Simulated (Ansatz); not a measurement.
# Os: stress in a strained cell

Aim: deform Os (z strained by +1.5 % at fixed volume) and compute stress, forces and field gradients with LAPW, PAW and all-electron datasets made for the crystal.

Program: Ansatz 0.2.0. Level of theory: DFT PBE, scalar-relativistic. These are calculated values, not measurements.

### 1 The structure to begin with

Symmetry: P6_3/mmc, No. 194, hexagonal system. Conventional cell: a = 2.734 Å, b = 2.734 Å, c = 4.320 Å, α = 90.00°, β = 90.00°, γ = 120.00°. Around Os (site symmetry -6m2) lie 12 Os at 2.68 to 2.73 Å.

Coordinates:

```cif
data_structure
_symmetry_space_group_name_H-M 'P6_3/mmc'
_symmetry_Int_Tables_number 194
_cell_length_a 2.7341
_cell_length_b 2.7341
_cell_length_c 4.3197
_cell_angle_alpha 90.000
_cell_angle_beta 90.000
_cell_angle_gamma 120.000
_cell_volume 27.96
loop_
_atom_site_label
_atom_site_type_symbol
_atom_site_symmetry_multiplicity
_atom_site_Wyckoff_symbol
_atom_site_fract_x
_atom_site_fract_y
_atom_site_fract_z
_atom_site_occupancy
Os1 Os 2 c 0.33333 0.66667 0.25000 1
```

The file gives the conventional cell by its symmetry; the runs use the cell typed in the input.

Atoms are numbered in the order of the input: Os1, Os2.

### 2 After the deformation

Space group P6_3/mmc before, P6_3/mmc after.

### 3 All-electron LAPW

Contents of input.yaml:

```yaml
crystal:
  lattice:
    - [2.7138220692, 0.0, 0.0]
    - [-1.3569110346, 2.3502388533, 0.0]
    - [0.0, 0.0, 4.3844955]
  atoms:
    - { symbol: Os, position: [0.3333333333, 0.6666666667, 0.25] }
    - { symbol: Os, position: [0.6666666667, 0.3333333333, 0.75] }
kpoints:
  mp_grid: { grid: [15, 15, 9] }
scf:
  occupations: { method: fermi_dirac, width: 0.05 }
hamiltonian:
  xc: pbe
  pseudopotentials: { kind: all_electron, lapw: { basis_error: 0.0005 } }
output:
  forces: true
  stress: true
  eigenvalues: true
```

### 4 PAW on the default files

input.yaml, as its differences from that of step 3:

```diff
@@ -14,3 +14,3 @@
   xc: pbe
-  pseudopotentials: { kind: all_electron, lapw: { basis_error: 0.0005 } }
+  pseudopotentials: { kind: paw }
 output:
@@ -19 +19,2 @@
   eigenvalues: true
+  efg: { contact_densities: true }
```

### 5 Datasets made for this crystal

input.yaml, as its differences from that of step 4:

```diff
@@ -14,3 +14,3 @@
   xc: pbe
-  pseudopotentials: { kind: paw }
+  pseudopotentials: { kind: all_electron, datasets: crystal }
 output:
```

(Steps that only read results are left out.)

Q: Predict the outcome of this session. Wanted: pressure; largest shear or deviatoric stress.

**Answer**, as computed:

```
                                 quantity                                           value
                                 pressure  LAPW 8.46, PAW 8.48, crystal datasets 8.46 GPa
largest shear or deviatoric stress (LAPW)                                        8.74 GPa
```

What this shows: The largest part of the stress beyond the pressure is 8.74 GPa in size, in the zz component; the atoms are carried along and not relaxed. No run of the undeformed cell stands beside it, so the pressure holds what the given cell had before the change. PAW: stress within 0.02 GPa of LAPW. Crystal datasets: stress within 0.01 GPa of LAPW. Spin-orbit coupling is left out, though the cell holds Os; in elements this heavy it can shift bands and gaps by tenths of an eV.
